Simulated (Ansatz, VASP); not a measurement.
# Cross-check of Zn16HSe15N (N-H pair in ZnSe) between VASP and Ansatz, part 2 of 2

One calculation is typed for both programs; each brings its own data sets. How far apart do they land? The cell is taken from a series of runs on this material, whose earlier steps may have relaxed, scaled, displaced or heated it; both programs get it as it stands.

VASP 6.6.1 and Ansatz 0.2.0.

So far. Step 2 (VASP: single point, HSE06): The run ends at a pressure of -2.07 GPa, with forces up to 5.0 eV/Å.

## 3. Ansatz: single point, HSE06

Level of this step: Ansatz beside VASP: Kohn-Sham DFT, plane waves, HSE06 (Ansatz).

Ansatz runs on its default PAW (the set named soft_2) files.

The same cell, functional, mesh and smearing now go to Ansatz.

input.yaml

```yaml
crystal:
  lattice:
    - [-5.73182924, 5.73182924, -5.73182924]
    - [5.73182924, 5.73182924, 5.73182924]
    - [5.73182924, -5.73182924, -5.73182924]
  atoms:
    - { symbol: Zn, position: [-0.002261049, -0.006055817, -0.002094007] }
    - { symbol: Zn, position: [-0.002264529, 0.247744806, 0.744097747] }
    - { symbol: Zn, position: [5.9709e-05, 0.50365467, 0.507579797] }
    - { symbol: Zn, position: [6.659e-05, 0.757420447, 0.253825476] }
    - { symbol: Zn, position: [0.244747989, -0.006451689, 0.743716194] }
    - { symbol: Zn, position: [0.253645403, 0.250089922, 0.507568212] }
    - { symbol: Zn, position: [0.179158607, 0.429177416, 0.179335507] }
    - { symbol: Zn, position: [0.253650177, 0.757414861, 0.00025466] }
    - { symbol: Zn, position: [0.515578611, -0.026577297, 0.515763354] }
    - { symbol: Zn, position: [0.507411733, 0.250084326, 0.253821738] }
    - { symbol: Zn, position: [0.507396876, 0.503662499, 0.000248635] }
    - { symbol: Zn, position: [0.515563858, 0.76557719, 0.723585772] }
    - { symbol: Zn, position: [0.743526211, -0.006464382, 0.244922989] }
    - { symbol: Zn, position: [0.743936513, 0.247746435, -0.002091067] }
    - { symbol: Zn, position: [0.743541977, 0.494768376, 0.743710465] }
    - { symbol: Zn, position: [0.723388793, 0.765603224, 0.515765259] }
    - { symbol: Se, position: [-0.000980337, 0.000922109, 0.751082812] }
    - { symbol: Se, position: [-0.002149162, 0.24786024, 0.495807686] }
    - { symbol: Se, position: [-0.005200338, 0.500445165, 0.250608851] }
    - { symbol: Se, position: [-0.002142511, 0.745654236, -0.001967267] }
    - { symbol: Se, position: [0.258871063, -0.002382795, 0.500731483] }
    - { symbol: Se, position: [0.250432944, 0.244809637, 0.250596567] }
    - { symbol: Se, position: [0.250422689, 0.500434217, -0.005032854] }
    - { symbol: Se, position: [0.258863356, 0.750559393, 0.74777636] }
    - { symbol: Se, position: [0.500542742, -0.002398009, 0.259043145] }
    - { symbol: Se, position: [0.495646457, 0.247872779, -0.001968865] }
    - { symbol: Se, position: [0.50054985, 0.508877234, 0.747766488] }
    - { symbol: "N", position: [0.539876399, 0.789909427, 0.540083711] }
    - { symbol: Se, position: [0.750901499, 0.000910232, -0.000818866] }
    - { symbol: Se, position: [0.750908864, 0.249028667, 0.751080527] }
    - { symbol: Se, position: [0.747584606, 0.508884082, 0.500713509] }
    - { symbol: Se, position: [0.747585109, 0.750548709, 0.259045827] }
    - { symbol: H, position: [0.406708008, 0.656751625, 0.406923033] }
basis:
  ecutwfc: 420
  xc_grid: 2
hamiltonian:
  xc: hse06
kpoints:
  mp_grid: { grid: [1, 1, 1] }
scf:
  occupations: { method: fermi_dirac, width: 0.01 }
  max_iter: 120
output:
  forces: true
checkpoint:
  read: "../relax.run"
```

Launch:

```bash
> ansatz run input.yaml --threads 4 --pin off --max-ram 7536MiB --backend cpu --events-out ev --progress --plain --runs-dir out
```

Numbers of over 12 decimals in the logs are rounded to 6 here.

What it wrote:

```text
Warning: at least one further symmetry operation maps every atom of the structure, as the run holds it, onto an atom to within 2.69e-5 (fractional), and is not used: no operation is sought that the atoms, as the run holds them, miss by more than 2.00e-5, twice crystal.symmetry.tolerance (1.0e-5). The run uses 1 unitary operations. The run imposes no operation that its atoms and lattice do not hold. Figures that only  [...]
Warning: checkpoint.read: the run can stay near the saved state's solution: 2 site(s) moved relative to the saved geometry (max |Δs| = 2.865e-2 fractional); the SCF starts from the saved state under `checkpoint.density_extrapolation: transplant`, in force with no word given; its orbitals are not used off its sites. A run without `checkpoint.read` takes nothing of the state. A lower free energy from it at the same positions (and U, V and field ramp, if any) shows a solution that this start missed, and an equal or higher one rules none out (checkpoint.read, Limitations, in the input reference)
exact exchange: scf.exx.singularity resolves to wigner_seitz, which cuts the screened interaction at the faces of the exchange supercell's Wigner-Seitz cell, so that each pair interacts once, at the shortest of its separations (the periodic images that this leaves out come, for a point-like exchange hole, to about 0.012 eV on a filled level). The cut falls within the interaction's reach, and what an exchange supercel [...]
Engine: ansatz 0.2.0, aarch64-unknown-linux-gnu
Pseudopotentials: kind: paw
Pseudopotential: Zn, paw, valence charge 12, recommended cutoff 420 eV (normal), Zn.paw.azcp
Pseudopotential: Se, paw, valence charge 16, recommended cutoff 420 eV (normal), Se.paw.azcp
Pseudopotential: N, paw, valence charge 5, recommended cutoff 420 eV (normal), N.paw.azcp
Pseudopotential: H, paw, valence charge 1, recommended cutoff 420 eV (normal), H.paw.azcp
Functional definition: HSE06
  parameter a = 0.25
  parameter omega = 0.11/bohr
  exchange = pbe_x - a*pbe_x_sr(omega) + a*exact_x_sr(omega)
  correlation = pbe_c
Crystal: 33 atoms, lattice volume = 753.251 Å³
Basis set: ecut = 420 eV, 14771 PW (Γ), exchange–correlation on 144×144×144 points (8 copies of the dense FFT grid, shifted against one another)
Bands: 263, of which v1, the nominal top of the filled ones, is band 219 counted from 1 (218 counted from 0)
Symmetry: 1 space group operations
Space group: P1 (ITA 1), of the structure as read, at distance tolerance 9.1e-5 Å
k-points: 1
Non-local potential: Zn, projectors of the file, l = 0: 2, l = 1: 2, l = 2: 3, l = 3: 1
Non-local potential: Se, projectors of the file, l = 0: 2, l = 1: 2, l = 2: 3, l = 3: 1
Non-local potential: N, projectors of the file, l = 0: 2, l = 1: 2, l = 2: 1
Non-local potential: H, projectors of the file, l = 0: 2, l = 1: 1
PAW form: soft (Blöchl's): semilocal exchange-correlation on the pseudo side does not see the compensation charge
PAW frozen core: Zn, regenerated for the run's functional, and the local potential with it (the file was generated under x = pbe(κ = 0.804, μ = 0.219515), c = pbe(β = 0.066725))
PAW frozen core: Se, regenerated for the run's functional, and the local potential with it (the file was generated under x = pbe(κ = 0.804, μ = 0.219515), c = pbe(β = 0.066725))
PAW frozen core: N, regenerated for the run's functional, and the local potential with it (the file was generated under x = pbe(κ = 0.804, μ = 0.219515), c = pbe(β = 0.066725))
[...]
SCF iter   7: F=-135583.670509 eV  HF=-135583.670537 eV  |F-HF|=2.80e-5  |Δ(HF+E_count)|=   9.24e-5  Δρ=8.16e-5  dr2=5.78e-5  ethr=7.47e-8  ⟨swp⟩=3.0  Hψ=524  notcnv=0
SCF 2 stopped early in 7 iterations: F = -135583.670509 eV  dr2 = 5.78e-5
  Residual-converged pass: ⟨swp⟩=4.0  Hψ=863  notcnv=0  max |occ|·‖R‖ = 4.2e-6 eV (tolerance 6.7e-6 eV)  dr2=5.57e-5  dr2_onsite=9.39e-6  max |Δocc| = 0.0e0
  greatest PAW one-centre occupation: 1.000 electrons in one spin orbital (limit 2), on the Se atom at site 21 (counted from 0), in its partial waves of l = 2
hybrid outer 1: dexx = +2.011e-1 eV, tail = 8.86e-4 eV
Exchange kernel: α = 0.2500, screened, ω = 0.2079 Å⁻¹, Wigner–Seitz truncation, v(0) = 869.9606 eV·Å³, q-mesh 1×1×1, nearest image of the exchange supercell L = 9.93 Å, pair-density grid 40×40×40, without the augmentation charges, whose exchange is taken in its separable form (sized by the pseudopotential files, 60×60×60 at the most)
Frozen-core exchange: fock
SCF iter   1: F=—  HF=-135583.665538 eV  |F-HF|=—  |Δ(HF+E_count)|=         —  Δρ=6.08e-5  dr2=2.57e-5  ethr=1.01e-6  ⟨swp⟩=9.0  Hψ=627  notcnv=0
preconditioner: auto → none  [insulator: Δε(μ)=2.143 eV  Ē_g=12.989 eV  σ=0.010 eV  W_gap=1.00  n_scr=200 (ndim 8)  ℏωp=23.0 eV  f_vac=0.134  D(μ)=0.00/eV (n_scr^D=0)]
SCF iter   2: F=—  HF=-135583.665557 eV  |F-HF|=—  |Δ(HF+E_count)|=   1.90e-5  Δρ=3.71e-5  dr2=9.37e-6  ethr=5.23e-9  ⟨swp⟩=4.0  Hψ=894  notcnv=0
SCF iter   3: F=—  HF=-135583.665554 eV  |F-HF|=—  |Δ(HF+E_count)|=   2.95e-6  Δρ=1.68e-5  dr2=4.30e-6  ethr=1.50e-9  ⟨swp⟩=4.0  Hψ=661  notcnv=0
SCF iter   4: F=—  HF=-135583.665569 eV  |F-HF|=—  |Δ(HF+E_count)|=   1.54e-5  Δρ=1.96e-5  dr2=2.02e-6  ethr=3.13e-10  ⟨swp⟩=7.0  Hψ=899  notcnv=0
SCF iter   5: F=—  HF=-135583.665568 eV  |F-HF|=—  |Δ(HF+E_count)|=   5.76e-7  Δρ=2.74e-6  dr2=8.80e-8  ethr=3.13e-10  ⟨swp⟩=3.0  Hψ=625  notcnv=0
SCF iter   6: F=—  HF=-135583.665569 eV  |F-HF|=—  |Δ(HF+E_count)|=   3.12e-7  Δρ=2.57e-6  dr2=7.14e-8  ethr=8.32e-12  ⟨swp⟩=8.0  Hψ=874  notcnv=0  defer=10
SCF iter   7: F=-135583.665569 eV  HF=-135583.665569 eV  |F-HF|=3.99e-9  |Δ(HF+E_count)|=   2.06e-8  Δρ=6.77e-7  dr2=5.88e-9  ethr=8.32e-12  ⟨swp⟩=11.0  Hψ=632  notcnv=0
SCF 3 converged in 7 iterations: F = -135583.665569 eV  dr2 = 5.88e-9
  Residual-converged pass: ⟨swp⟩=3.0  Hψ=666  notcnv=0  max |occ|·‖R‖ = 1.3e-6 eV (tolerance 1.8e-6 eV)  dr2=6.13e-9  dr2_onsite=9.21e-10  max |Δocc| = 0.0e0
hybrid outer 2: dexx = +1.632e-5 eV, tail = 3.26e-7 eV, Δε = 4.17e-3 eV (about 1.22e-4 eV left of the loop's levels), ΔF = 8.85e-3 eV/Å (tail 2.05e-3)
Exchange kernel: α = 0.2500, screened, ω = 0.2079 Å⁻¹, Wigner–Seitz truncation, v(0) = 869.9606 eV·Å³, q-mesh 1×1×1, nearest image of the exchange supercell L = 9.93 Å, pair-density grid 40×40×40, without the augmentation charges, whose exchange is taken in its separable form (sized by the pseudopotential files, 60×60×60 at the most)
Frozen-core exchange: fock
SCF iter   1: F=—  HF=-135583.665567 eV  |F-HF|=—  |Δ(HF+E_count)|=         —  Δρ=8.82e-7  dr2=8.37e-9  ethr=3.73e-10  ⟨swp⟩=16.0  Hψ=794  notcnv=0
preconditioner: auto → none  [insulator: Δε(μ)=2.144 eV  Ē_g=12.989 eV  σ=0.010 eV  W_gap=1.00  n_scr=200 (ndim 8)  ℏωp=23.0 eV  f_vac=0.134  D(μ)=0.00/eV (n_scr^D=0)]
SCF iter   2: F=-135583.665567 eV  HF=-135583.665567 eV  |F-HF|=3.78e-9  |Δ(HF+E_count)|=   2.15e-9  Δρ=6.57e-7  dr2=3.83e-9  ethr=7.56e-12 (applied; sched 1.73e-12)  ⟨swp⟩=4.0  Hψ=757  notcnv=0
SCF 4 converged in 2 iterations: F = -135583.665567 eV  dr2 = 3.83e-9
  Residual-converged pass: ⟨swp⟩=2.0  Hψ=414  notcnv=0  max |occ|·‖R‖ = 1.5e-6 eV (tolerance 2.8e-6 eV)  dr2=3.82e-9  dr2_onsite=1.66e-9  max |Δocc| = 0.0e0
hybrid outer 3: dexx = +4.018e-9 eV, tail = 1.11e-8 eV, Δε = 9.54e-5 eV (about 3.40e-5 eV left of the loop's levels), ΔF = 1.26e-4 eV/Å (tail 2.56e-4)
hybrid SCF converged: 3 outer / 16 inner (+7 warm-up), last move |dexx| = 4.02e-9 eV, tail = 1.11e-8 eV
Stability not checked: this state was not tested for a lower state beside it, because the functional holds exact exchange (a hybrid, or Hartree-Fock), whose exchange loop this test does not read (fock_operator; see scf.lower_state_search)
Free energy (F): -135583.665567 eV
Frozen-core exchange: fock
Harris-Foulkes:  -135583.665567 eV  (|F-HF|=3.78e-9)
Internal energy: -135583.665567 eV  (E = F + TS)
E sigma→0 (E₀):  -135583.665567 eV
Fermi energy:    6.492326 eV
--- Per-component energies (eV) ---
  E_band       = -7086.604215
  E_kinetic    = 3991.433101
  E_local      = -69679.790408  (includes V_loc(G=0)·N_el)
  E_nonlocal   = 1008.344448
  E_hartree    = 32202.358317
  E_xc         = -3039.529193
  E_vxc        = -1899.691970  (∫ρ·V_xc dr)
  E_exx        = -1707.751520  (= α·E_x^exact, valence–valence)
  E_paw        = -57179.201568  (= ΣΔE_a)
  E_vpaw       = -1496.093265  (= ΣTr[D̂ρ^β])
  E_aug_tail   = -0.015265  (compensation charges beyond the density's cutoff)
  E_ewald      = -41173.677300
  E_core_change = -5.836175  (= ΣΔE_core)
  E_smearing   = -0.000000  (= −TS)
  E_closure    = -0.000004  (closes the sum)
  Σ components = -135583.665567   (vs F -135583.665567, Δ=-2.91e-11)
--- Forces (eV/Å), atoms counted from 1 ---
  atom   1  Zn     0.00487208     0.00437986    -0.01851896
  atom   2  Zn     0.00478322     0.01836619    -0.00461674
  atom   3  Zn    -0.00422952     0.00488752     0.00212425
  atom   4  Zn    -0.00421592    -0.00204733    -0.00492494
  atom   5  Zn    -0.01593838     0.00783676    -0.00761782
  atom   6  Zn    -0.00237643     0.00450230     0.00398029
  atom   7  Zn     0.04228058     0.04225078    -0.04272538
  atom   8  Zn    -0.00236452    -0.00431163    -0.00437111
  atom   9  Zn    -0.03007148    -0.03045038     0.13030897
  atom  10  Zn     0.00448911    -0.00237975     0.00447774
  atom  11  Zn     0.00419016    -0.00419931     0.00223668
  atom  12  Zn    -0.03006652    -0.12998469     0.03025313
  atom  13  Zn     0.00716883    -0.01540989    -0.00729886
  atom  14  Zn     0.01860480     0.00451621    -0.00465975
  atom  15  Zn     0.00729877     0.00741254     0.01575719
  atom  16  Zn    -0.13031633    -0.03026205     0.03013202
  atom  17  Se     0.01300763    -0.01999504     0.02006963
  atom  18  Se    -0.00300438    -0.00158139     0.00340612
  atom  19  Se     0.01319832    -0.03735455     0.03733690
  atom  20  Se    -0.00301601    -0.00327257     0.00173127
  atom  21  Se     0.00055711    -0.00008163     0.00094256
  atom  22  Se    -0.03702617    -0.03734223    -0.01300785
  atom  23  Se    -0.03714866     0.01339558     0.03738986
  atom  24  Se     0.00063980    -0.00085863    -0.00000079
  atom  25  Se     0.00044408     0.00100593     0.00032090
  atom  26  Se    -0.00189049    -0.00334341     0.00310097
  atom  27  Se     0.00052313    -0.00082261    -0.00080920
  atom  28  N     -2.68376943    -2.68293064     2.68356228
  atom  29  Se    -0.01907664     0.01300992     0.01902188
  atom  30  Se    -0.01954253    -0.01925562    -0.01307670
  atom  31  Se    -0.00030590     0.00016511    -0.00137051
  atom  32  Se    -0.00016477     0.00115471    -0.00009844
  atom  33  H      2.90244011     2.90296829    -2.90302848
  max |Σ_I F_I| component: 3.16e-5 eV/Å
--- Band table (eV) ---
  k-point 0: bands = [... 215 lower, 4.7832, 5.3831, 5.4168, 5.4168, 7.5607]
  guard bands above this table: 43 of the run's 263 bands. The solve was not asked for them (output.publish_guard_bands: true or output.eigenvalues: true publishes all)
```

## 4. Side by side

Known differences besides the potentials themselves: exact exchange at q = 0 is treated differently, which shows on coarse meshes; VASP keeps PBE cores, Ansatz makes them for the functional; the data sets hold 438 valence electrons in Ansatz (on its default PAW (the set named soft_2) files) and 288 in VASP; the cutoff is 420 eV in Ansatz and 520 eV in VASP (PREC = Accurate, projectors in real space); VASP takes a coarser grid for exact exchange (PRECFOCK = Fast). Total energies have different zeros and are not compared.

The two programs side by side:

| quantity | Ansatz | VASP | difference |
| --- | --- | --- | --- |
| gap on the k mesh (eV) | 2.144 | 2.160 | -0.016 |

Forces on 7 of the 33 atoms, those with the largest forces and the largest differences (eV/Å; atoms numbered as in POSCAR):

| atom | Ansatz x, y, z | VASP x, y, z |
| --- | --- | --- |
| Zn7 | 0.042, 0.042, -0.043 | 0.045, 0.045, -0.045 |
| Zn9 | -0.030, -0.030, 0.130 | -0.008, -0.008, 0.159 |
| Zn12 | -0.030, -0.130, 0.030 | -0.008, -0.159, 0.008 |
| Zn16 | -0.130, -0.030, 0.030 | -0.160, -0.008, 0.008 |
| Se19 | 0.013, -0.037, 0.037 | 0.021, -0.037, 0.040 |
| N32 | -2.684, -2.683, 2.684 | -2.699, -2.698, 2.698 |
| H33 | 2.902, 2.903, -2.903 | 2.893, 2.894, -2.894 |

The forces differ by 8.8 meV/Å r.m.s., which is 1.3 % of the r.m.s. force of 0.690 eV/Å (both taken over all components). A gap on the mesh is an upper bound, since the band edges may lie between its points.

## 5. Outcome

```
r.m.s. force difference (single point, HSE06) : 1.3 % of the r.m.s. force
```

The r.m.s. force difference is 1.3 % of the r.m.s. force (single point, HSE06), within the 3 % picked in this series as the mark of a large difference. The data sets hold unlike numbers of valence electrons (438 in Ansatz and 288 in VASP), so part of the differences comes from the potentials. How closely two codes agree says nothing of how well the functional describes the real material.

[Lines on the potential files, build, host, timing and source positions are cut from VASP's logs without a mark.]

[Logs are printed without paths, hosts, clocks, repeated set-up lines and the standing remarks that a program may print on its own settings, such as how far it seeks lower states.]

[Hosts, paths, dates, database ids (printed as entryN), source tags and the programs' standing remarks are cut or masked in the printed files.]
